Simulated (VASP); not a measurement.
# Sc (Fm-3m) in VASP: further runs

Aim: see how the results for Sc move with the level of theory and the settings. Levels: PBE, revPBE. Tasks: single point.

Everything below comes from runs of VASP 6.6.1. Logs are shortened: lines on timing, memory, paths and dates and some standing lists are left out, and cuts for length are marked.

### 1 The structure

The structure is cubic, space group Fm-3m (No. 225). Conventional cell: a = 4.654 Å, b = 4.654 Å, c = 4.654 Å, α = 90.00°, β = 90.00°, γ = 90.00°. Sc (site symmetry m-3m) has 12 Sc at 3.29 Å as nearest neighbours.

This isn't the form of Sc at room conditions, which is hcp.

### 2 Single point, PBE

INCAR reads:

```
SYSTEM = Sc
PREC = Accurate ; ENCUT = 520
EDIFF = 1E-6 ; ISMEAR = 0
SIGMA = 0.1 ; LREAL = .False.
LASPH = .True. ; NELM = 60
ALGO = Normal ; ISIF = 2
LWAVE = .False. ; LCHARG = .False.
GGA = PE ; NBANDS = 12
```

KPOINTS reads:

```
regular mesh
0
Gamma
  6 6 6
  0 0 0
```

POSCAR reads:

```
Sc
1.0
    0.0000000000      2.3268462047      2.3268462047
    2.3268462047      0.0000000000      2.3268462047
    2.3268462047      2.3268462047      0.0000000000
Sc
1
Direct
    0.0000000000      0.0000000000      0.0000000000
```

Potentials or basis: VASP PAW PBE potentials, release 64 (Sc_sv).

The run is started by

```bash
$ cat potpaw_PBE.64/Sc_sv/POTCAR > POTCAR
$ mpirun -np 1 vasp_std > vasp.out
```

OUTCAR:

```text
SYSTEM = Sc
   PREC = Accurate
   ENCUT = 520
   EDIFF = 1E-6
   ISMEAR = 0
   LREAL = .False.
   LASPH = .True.
   NELM = 60
   ISIF = 2
   GGA = PE

 ion  position               nearest neighbor table
   1  0.000  0.000  0.000-

  LATTYP: Found a face centered cubic cell.
 ALAT       =     4.6536924094

  Lattice vectors:

 A1 = (   0.0000000000,   2.3268462047,   2.3268462047)
 A2 = (   2.3268462047,   0.0000000000,   2.3268462047)
 A3 = (   2.3268462047,   2.3268462047,   0.0000000000)

Analysis of symmetry for initial positions (statically):
=====================================================================
 Subroutine PRICEL returns:
 Original cell was already a primitive cell.

 Routine SETGRP: Setting up the symmetry group for a
 face centered cubic supercell.

 Subroutine GETGRP returns: Found 48 space group operations
 (whereof 48 operations were pure point group operations)
 out of a pool of 48 trial point group operations.

The static configuration has the point symmetry O_h .

Analysis of symmetry for dynamics (positions and initial velocities):
=====================================================================
 Subroutine PRICEL returns:
 Original cell was already a primitive cell.

 Routine SETGRP: Setting up the symmetry group for a
 face centered cubic supercell.

 Subroutine GETGRP returns: Found 48 space group operations
 (whereof 48 operations were pure point group operations)
 out of a pool of 48 trial point group operations.

The dynamic configuration has the point symmetry O_h .

 Subroutine INISYM returns: Found 48 space group operations
 (whereof 48 operations are pure point group operations),
 and found     1 'primitive' translations

----------------------------------------------------------------------------------------

                                     Primitive cell

  volume of cell :      25.1961

  direct lattice vectors                    reciprocal lattice vectors
     0.000000000  2.326846205  2.326846205    -0.214883132  0.214883132  0.214883132
     2.326846205  0.000000000  2.326846205     0.214883132 -0.214883132  0.214883132
     2.326846205  2.326846205  0.000000000     0.214883132  0.214883132 -0.214883132

  length of vectors
     3.290657460  3.290657460  3.290657460     0.372188502  0.372188502  0.372188502

  position of ions in fractional coordinates (direct lattice)
     0.000000000  0.000000000  0.000000000

  ion indices of the primitive-cell ions
   primitive index   ion index
                 1           1

----------------------------------------------------------------------------------------

 KPOINTS: regular mesh

Automatic generation of k-mesh.
 Grid dimensions read from file:
 generate k-points for:    6    6    6

 Generating k-lattice:

  Cartesian coordinates                     Fractional coordinates (reciprocal lattice)
    -0.035813855  0.035813855  0.035813855     0.166666667  0.000000000  0.000000000
     0.035813855 -0.035813855  0.035813855     0.000000000  0.166666667  0.000000000
     0.035813855  0.035813855 -0.035813855     0.000000000  0.000000000  0.166666667

  Length of vectors
     0.062031417  0.062031417  0.062031417

  Shift w.r.t. Gamma in fractional coordinates (k-lattice)
     0.000000000  0.000000000  0.000000000

 Subroutine IBZKPT returns following result:
 ===========================================

 Found     16 irreducible k-points:

 Following reciprocal coordinates:
            Coordinates               Weight
  0.000000  0.000000  0.000000      1.000000
  0.166667  0.000000  0.000000      8.000000
  0.333333  0.000000  0.000000      8.000000
  0.500000  0.000000  0.000000      4.000000
  0.166667  0.166667  0.000000      6.000000
  0.333333  0.166667  0.000000     24.000000
[... 8 lines left out ...]
 -0.333333  0.333333  0.166667     24.000000
 -0.333333  0.500000  0.166667     12.000000
   k-points           NKPTS =     16   k-points in BZ     NKDIM =     16   number of bands    NBANDS=     12
   number of dos      NEDOS =    301   number of ions     NIONS =      1
   total plane-waves  NPLWV =  13824
   dimension x,y,z NGX =    24 NGY =   24 NGZ =   24
   dimension x,y,z NGXF=    48 NGYF=   48 NGZF=   48
   ions per type =               1
   NGX,Y,Z   is equivalent  to a cutoff of  12.12, 12.12, 12.12 a.u.
   NGXF,Y,Z  is equivalent  to a cutoff of  24.25, 24.25, 24.25 a.u.
 SYSTEM =  Sc
   PREC   = accura    normal or accurate (medium, high low for compatibility)
   ISTART =      0    job   : 0-new  1-cont  2-samecut
   ICHARG =      2    charge: 1-file 2-atom 10-const
   ISPIN  =      1    spin polarized calculation?
   LNONCOLLINEAR =      F non collinear calculations
   LSORBIT =      F    spin-orbit coupling
   LASPH  =      T    aspherical Exc in radial PAW
   ENCUT  =  520.0 eV  38.22 Ry    6.18 a.u.   6.12  6.12  6.12*2*pi/ulx,y,z
   NELM   =     60;   NELMIN=  2; NELMDL= -5     # of ELM steps
   EDIFF  = 0.1E-05   stopping-criterion for ELM
   LREAL  =      F    real-space projection
   EDIFFG = 0.1E-04   stopping-criterion for IOM
   NSW    =      0    number of steps for IOM
   IBRION =     -1    ionic relax: 0-MD 1-quasi-New 2-CG
   NFREE  =      0    steps in history (QN), initial steepest desc. (CG)
   ISIF   =      2    stress and relaxation
   ISYM   =      2    0-nonsym 1-usesym 2-fastsym
   POTIM  = 0.5000    time-step for ionic-motion
   TEBEG  =    0.0;   TEEND  =   0.0 temperature during run
   PSTRESS=    0.0 pullay stress
   NELECT =      11.0000    total number of electrons
   NUPDOWN=      -1.0000    fix difference up-down
   EMIN   =  10.00;   EMAX   =-10.00  energy-range for DOS
   EFERMI =   0.00;   METHOD = LEGACY
   ISMEAR =     0;   SIGMA  =   0.10  broadening in eV -4-tet -1-fermi 0-gaus
   EFERMI_NEDOS =   21; number of points for ismear=-14 and -15
   IALGO  =     38    algorithm
   IMIX   =      4    mixing-type and parameters
     AMIX     =   0.40;   BMIX     =  1.00
     AMIX_MAG =   1.60;   BMIX_MAG =  1.00
  volume/ion in A,a.u.               =      25.20       170.03
  Fermi-wavevector in a.u.,A,eV,Ry     =   1.241923  2.346894 20.985259  1.542373
  Thomas-Fermi vector in A             =   2.376300
   LORBIT       =      0    0 simple, 1 ext, 2 COOP (PROOUT), +10 PAW based schemes
   GGA     = PE    functional components
   LHFCALC =     F    Hartree Fock is set to
   AEXX    =    0.0000 exact exchange contribution
   IVDW    =     0    specifies the selected vdW correction
   LEPSILON=     F    determine dielectric tensor
   LRPA    =     F    only Hartree local field effects (RPA)
 non-spin polarized calculation
 Gauss-broadening in eV      SIGMA  =   0.10
  energy-cutoff  :      520.00
  volume of cell :       25.20
 maximum number of plane-waves:       700
   NGX = 13   NGY = 13   NGZ = 13

 number of electron      11.0000003 magnetization

 Free energy of the ion-electron system (eV)
  ---------------------------------------------------
  ext. energy  EPLUGINS =         0.00000000
  ---------------------------------------------------
  free energy    TOTEN  =        -6.21385937 eV

  energy without entropy =       -6.20731808  energy(sigma->0) =       -6.21058872

 E-fermi :   3.5895     XC(G=0):  -9.7903

 val. band max:        3.4780678452   @ k =   0.5000   0.1667   0.0000
 cond. band min:       3.6539427695   @ k =   0.5000   0.3333   0.1667
 fundamental gap:      0.1758749242
 Fermi energy:         3.5894877788

 k-point     1 :       0.0000    0.0000    0.0000
  band No.  band energies     occupation
      1     -45.9049      2.00000
      2     -24.3320      2.00000
      3     -24.3320      2.00000
      4     -24.3320      2.00000
      5      -1.5367      2.00000
      6       5.1492      0.00000
      7       5.1492      0.00000
      8       5.1492      0.00000
      9       6.4812      0.00000
     10       6.4812      0.00000
     11      15.9940      0.00000
     12      19.2963      0.00000

 k-point     2 :       0.1667    0.0000    0.0000
  band No.  band energies     occupation
      1     -45.8915      2.00000
      2     -24.4252      2.00000
      3     -24.3442      2.00000
      4     -24.3442      2.00000
      5      -0.8679      2.00000
      6       4.7083      0.00000
      7       5.3347      0.00000
      8       5.3347      0.00000
      9       6.3900      0.00000
     10       6.3900      0.00000
     11      15.5981      0.00000
     12      16.8081      0.00000

 k-point     3 :       0.3333    0.0000    0.0000
  band No.  band energies     occupation
      1     -45.8647      2.00000
      2     -24.6073      2.00000
      3     -24.3683      2.00000
      4     -24.3683      2.00000
      5       0.7776      2.00000
      6       4.0084      0.00000
      7       5.2231      0.00000
      8       5.2231      0.00000
      9       6.8699      0.00000
     10       6.8699      0.00000
     11      12.0239      0.00000
     12      16.0227      0.00000

 k-point     4 :       0.5000    0.0000    0.0000
  band No.  band energies     occupation
      1     -45.8513      2.00000
      2     -24.6964      2.00000
      3     -24.3804      2.00000
      4     -24.3804      2.00000
      5       1.8657      2.00000
      6       3.7986      0.00310
      7       5.0451      0.00000
      8       5.0451      0.00000
      9       7.3433      0.00000
     10       7.3433      0.00000
     11      10.1407      0.00000
     12      15.3686      0.00000

 k-point     5 :       0.1667    0.1667    0.0000
  band No.  band energies     occupation
      1     -45.8871      2.00000
      2     -24.4224      2.00000
      3     -24.3648      2.00000
      4     -24.3648      2.00000
      5      -0.6518      2.00000
      6       4.4981      0.00000
      7       5.5444      0.00000
      8       5.5444      0.00000
      9       5.8268      0.00000
     10       6.6826      0.00000
     11      16.6687      0.00000
     12      17.1932      0.00000
[... 108 lines left out ...]
      1     -45.8338      2.00000
      2     -24.6734      2.00000
      3     -24.4622      2.00000
      4     -24.4622      2.00000
      5       2.1315      2.00000
      6       3.0085      2.00000
      7       5.4504      0.00000
      8       7.3391      0.00000
      9       7.5664      0.00000
     10       7.5664      0.00000
     11      11.9122      0.00000
     12      12.5706      0.00000

 k-point    14 :       0.5000    0.3333    0.1667
  band No.  band energies     occupation
      1     -45.8470      2.00000
      2     -24.6029      2.00000
      3     -24.4781      2.00000
      4     -24.4117      2.00000
      5       1.9922      2.00000
      6       3.6539      0.36202
      7       4.2778      0.00000
      8       6.1781      0.00000
      9       6.6941      0.00000
     10       7.9435      0.00000
     11      12.6500      0.00000
     12      12.7903      0.00000

 k-point    15 :      -0.3333    0.3333    0.1667
  band No.  band energies     occupation
      1     -45.8381      2.00000
      2     -24.6135      2.00000
      3     -24.5221      2.00000
      4     -24.4321      2.00000
      5       3.1238      2.00000
      6       3.2082      2.00000
      7       4.1029      0.00000
      8       5.9736      0.00000
      9       7.2250      0.00000
     10       9.1609      0.00000
     11       9.9209      0.00000
     12      13.1989      0.00000

 k-point    16 :      -0.3333    0.5000    0.1667
  band No.  band energies     occupation
      1     -45.8337      2.00000
      2     -24.6212      2.00000
      3     -24.5156      2.00000
      4     -24.4655      2.00000
      5       2.7090      2.00000
      6       3.3630      1.99864
      7       4.3981      0.00000
      8       6.4150      0.00000
      9       7.5681      0.00000
     10       9.1094      0.00000
     11      11.3556      0.00000
     12      11.4496      0.00000

------------------------ aborting loop because EDIFF is reached ----------------------------------------

  FORCE on cell =-STRESS in cart. coord.  units (eV):
  Direction    XX          YY          ZZ          XY          YZ          ZX
  --------------------------------------------------------------------------------------
  -------------------------------------------------------------------------------------
  Total       -0.1599281     -0.1599281     -0.1599281      0.0000000     -0.0000000      0.0000000
  in kB      -10.1695655    -10.1695655    -10.1695655      0.0000000     -0.0000000      0.0000000
  external PRESSURE =     -10.1695655 kB  Pullay stress =       0.0000000 kB

 VOLUME and BASIS-vectors are now :
 -----------------------------------------------------------------------------
  energy-cutoff  :      520.00
  volume of cell :       25.20
      direct lattice vectors                 reciprocal lattice vectors
     0.000000000  2.326846205  2.326846205    -0.214883132  0.214883132  0.214883132
     2.326846205  0.000000000  2.326846205     0.214883132 -0.214883132  0.214883132
     2.326846205  2.326846205  0.000000000     0.214883132  0.214883132 -0.214883132

 POSITION                                       TOTAL-FORCE (eV/Angst)
 -----------------------------------------------------------------------------------
      0.00000      0.00000      0.00000        -0.000000     -0.000000     -0.000000
 -----------------------------------------------------------------------------------
    total drift:                                0.000000     -0.000000     -0.000000

  FREE ENERGIE OF THE ION-ELECTRON SYSTEM (eV)
  ---------------------------------------------------
  free  energy   TOTEN  =        -6.2138593661 eV

  energy  without entropy=       -6.2073180780  energy(sigma->0) =       -6.21058872
```

It took 2.4 s on 1 thread of Intel Xeon 6975P-C (Granite Rapids), shared host; peak memory 0.13 GiB.

What came out:

| Quantity | Value |
| --- | --- |
| Free energy | -6.2139 eV |
| Pressure | -1.0 GPa |
| Band gap on the k mesh | none (metal or under the smearing width) |

Levels at points of the mesh, in eV from the Fermi level:
```
           k point  band 1  band 2  band 3  band 4  band 5  band 6  band 7  band 8  band 9  band 10
(0.00, 0.00, 0.00)  -49.49  -27.92  -27.92  -27.92   -5.13    1.56    1.56    1.56    2.89     2.89
(0.50, 0.00, 0.00)  -49.44  -28.29  -27.97  -27.97   -1.72    0.21    1.46    1.46    3.75     3.75
(0.50, 0.50, 0.00)  -49.42  -28.26  -28.05  -28.05   -1.46   -0.58    1.86    3.75    3.98     3.98
```

Caveat: the k mesh is coarse (spacing up to 0.39 Å⁻¹), so the values aren't converged.

### 3 Single point, PBE

INCAR reads:

```
SYSTEM = Sc
PREC     = Accurate       ! precision mode
ENCUT    = 520            ! plane-wave cutoff, eV
EDIFF    = 1E-6           ! SCF threshold, eV
ISMEAR   = 0              ! smearing method
SIGMA    = 0.1            ! smearing width, eV
LREAL    = .FALSE.        ! projectors in reciprocal space
LASPH    = .TRUE.         ! aspherical terms in the spheres
NELM     = 100            ! most SCF steps
ALGO     = Fast           ! electronic algorithm
ISIF     = 2              ! what is computed and relaxed
LWAVE    = .FALSE.        ! write WAVECAR
LCHARG   = .FALSE.        ! write CHGCAR
GGA      = PE             ! functional
NBANDS   = 12             ! bands
```

KPOINTS reads:

```
Automatic mesh
0
G
  8 8 8
  0 0 0
```

POSCAR is that of step 2.

Potentials or basis: VASP PAW PBE potentials, release 64 (Sc_sv).

The run is started by

```bash
$ cat potpaw_PBE.64/Sc_sv/POTCAR > POTCAR
$ mpirun -np 1 vasp_std > vasp.out
```

Run time: 5 s. Hardware: 1 thread of Intel Xeon 6975P-C (Granite Rapids), shared host; peak memory 0.13 GiB.

It converged, with:

* Free energy: -6.2020 eV
* Pressure: -1.0 GPa
* Band gap on the k mesh: none (metal or under the smearing width)

Levels at points of the mesh, in eV from the Fermi level:
| k point | band 3 | band 4 | band 5 | band 6 | band 7 | band 8 |
| --- | --- | --- | --- | --- | --- | --- |
| (0.00, 0.00, 0.00) | -27.94 | -27.94 | -5.16 | 1.53 | 1.53 | 1.53 |
| (0.50, 0.00, 0.00) | -27.99 | -27.99 | -1.76 | 0.17 | 1.43 | 1.43 |
| (0.50, 0.50, 0.00) | -28.07 | -28.07 | -1.49 | -0.61 | 1.83 | 3.73 |

### 4 Single point, revPBE

This run uses another cell than the first one, of 24.87 Å³/atom, 0.987 times its volume.

INCAR reads:

```
SYSTEM = Sc
  PREC = Accurate
  ENCUT = 520
  EDIFF = 1E-6
  ISMEAR = 0
  SIGMA = 0.1
  LREAL = .False.
  LASPH = .True.
  NELM = 100
  ALGO = Fast
  ISIF = 2
  LWAVE = .False.
  LCHARG = .True.
  GGA = RE
  LELF = .True.
  LVHAR = .True.
  NBANDS = 12
```

KPOINTS reads:

```
regular mesh
0
Gamma
  8 8 8
  0 0 0
```

POSCAR reads:

```
Sc
1.0
    0.0000000000      2.3167191932      2.3167191932
    2.3167191932      0.0000000000      2.3167191932
    2.3167191932      2.3167191932      0.0000000000
Sc
1
Direct
    0.0000000000      0.0000000000      0.0000000000
```

The run is started by

```bash
$ cat potpaw_PBE.64/Sc_sv/POTCAR > POTCAR
$ mpirun -np 1 vasp_std > vasp.out
```

Wall time 6.2 s (1 thread of Intel Xeon 6975P-C (Granite Rapids), shared host); peak memory 0.13 GiB.

The run converged. Its results:

```yaml
Free_energy: -5.9487 eV
Pressure: 1.2 GPa
Band_gap_on_the_k_mesh: none (metal or under the smearing width)
```

Levels at points of the mesh, in eV from the Fermi level:
| k point | band 1 | band 2 | band 3 | band 4 | band 5 | band 6 | band 7 | band 8 | band 9 | band 10 |
| --- | --- | --- | --- | --- | --- | --- | --- | --- | --- | --- |
| (0.00, 0.00, 0.00) | -49.58 | -27.96 | -27.96 | -27.96 | -5.19 | 1.56 | 1.56 | 1.56 | 2.92 | 2.92 |
| (0.50, 0.00, 0.00) | -49.53 | -28.34 | -28.01 | -28.01 | -1.76 | 0.17 | 1.46 | 1.46 | 3.80 | 3.80 |
| (0.50, 0.50, 0.00) | -49.51 | -28.31 | -28.09 | -28.09 | -1.51 | -0.62 | 1.85 | 3.80 | 4.02 | 4.02 |

Caveat: the PAW data sets were made with another functional, which shifts forces and pressure a little.

### 5 Single point, PBE

INCAR reads:

```
SYSTEM = Sc
  PREC = Accurate
  ENCUT = 520
  EDIFF = 1E-6
  ISMEAR = -5
  SIGMA = 0.1
  LREAL = .False.
  LASPH = .True.
  NELM = 100
  ALGO = Normal
  ISIF = 2
  LWAVE = .False.
  LCHARG = .False.
  GGA = PE
  NBANDS = 12
```

KPOINTS is that of step 4.

POSCAR reads:

```
Sc
1.0
    0.0000000000      2.3268462047      2.3268462047
    2.3268462047      0.0000000000      2.3268462047
    2.3268462047      2.3268462047      0.0000000000
Sc
1
Direct
    0.0000000000      0.0000000000      0.0000000000
```

The run is started by

```bash
$ cat potpaw_PBE.64/Sc_sv/POTCAR > POTCAR
$ mpirun -np 1 vasp_std > vasp.out
```

Run time: 3.7 s. Hardware: 1 thread of Intel Xeon 6975P-C (Granite Rapids), shared host; peak memory 0.13 GiB.

It converged, with:

- Free energy: -6.1995 eV
- Pressure: -1.2 GPa
- Band gap on the k mesh: none (metal or under the smearing width)

Levels at points of the mesh, in eV from the Fermi level:
```
           k point  band 3  band 4  band 5  band 6  band 7  band 8
(0.00, 0.00, 0.00)  -27.91  -27.91   -5.14    1.56    1.56    1.56
(0.50, 0.00, 0.00)  -27.96  -27.96   -1.73    0.20    1.46    1.46
(0.50, 0.50, 0.00)  -28.04  -28.04   -1.46   -0.58    1.85    3.76
```

Caveat: tetrahedron occupations give inexact forces and stress in metals.

### 6 Summary

```tsv
level	cell	k mesh	smearing	mesh quality	gap on the mesh (eV)	pressure (GPa)
PBE	Fm-3m, 25.2 Å³/atom	6 × 6 × 6	gaussian 0.1 eV	coarse	none	-1.0
PBE	Fm-3m, 25.2 Å³/atom	8 × 8 × 8	gaussian 0.1 eV	not flagged	none	-1.0
revPBE	Fm-3m, 24.87 Å³/atom	8 × 8 × 8	gaussian 0.1 eV	not flagged	none	1.2
PBE	Fm-3m, 25.2 Å³/atom	8 × 8 × 8	tetrahedron	not flagged	none	-1.2
```

Alike in all rows: task single point; potentials or basis VASP PAW PBE potentials, release 64 (Sc_sv); no spin polarisation; cutoff (eV) 520.

Caveats: some runs use coarse meshes; the PAW data sets were made with another functional, which shifts forces and pressure a little (some runs); tetrahedron occupations give inexact forces and stress in metals (some runs).

Total energies depend on the potentials used, so only differences within one code and one set of settings carry meaning.
